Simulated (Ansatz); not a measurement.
InSe (R3m), axial (c/a) deformation path

The calculation used DFT PBE+D3(BJ), scalar-relativistic, plane waves, PAW (Ansatz 0.2.0). The runs took a 420 eV cutoff, a Γ-centred 12×12×12 mesh and Gaussian smearing (0.03 eV). No spin polarisation. Energies are free energies at this smearing, counted from the undisturbed cell; pressure is positive in compression.

The undisturbed cell (relaxed at this level):

```xyz
4
Lattice="2.0182 1.1652 8.3033 -2.0182 1.1652 8.3033 0.0000 -2.3304 8.3033" Properties=species:S:1:pos:R:3 pbc="T T T"
In    0.0000    0.0000    0.0012
In    0.0000    0.0000    2.7943
Se    0.0000    0.0000   15.3231
Se    0.0000    0.0000   20.6837
```

At fixed volume and fractional coordinates, lengths along (0.000, 0.000, 1.000) are scaled against those across it; ρ is that ratio over its starting value.

```csv
ρ,ΔE (meV/atom)
0.850,118.1
0.920,29.5
0.960,6.9
1.000,0.0
1.050,9.4
1.100,35.2
1.200,124.4
```

Question: Predict the pressure (GPa) at each point.

Answer:
| ρ | pressure (GPa) |
| --- | --- |
| 0.850 | 0.8 |
| 0.920 | 0.1 |
| 0.960 | 0.0 |
| 1.000 | 0.0 |
| 1.050 | 0.1 |
| 1.100 | 0.3 |
| 1.200 | 1.0 |

Cost: 7 runs of about 7.3 core-minutes in all, on Intel Xeon Platinum 8175M (Skylake/Cascade Lake) (shared hosts).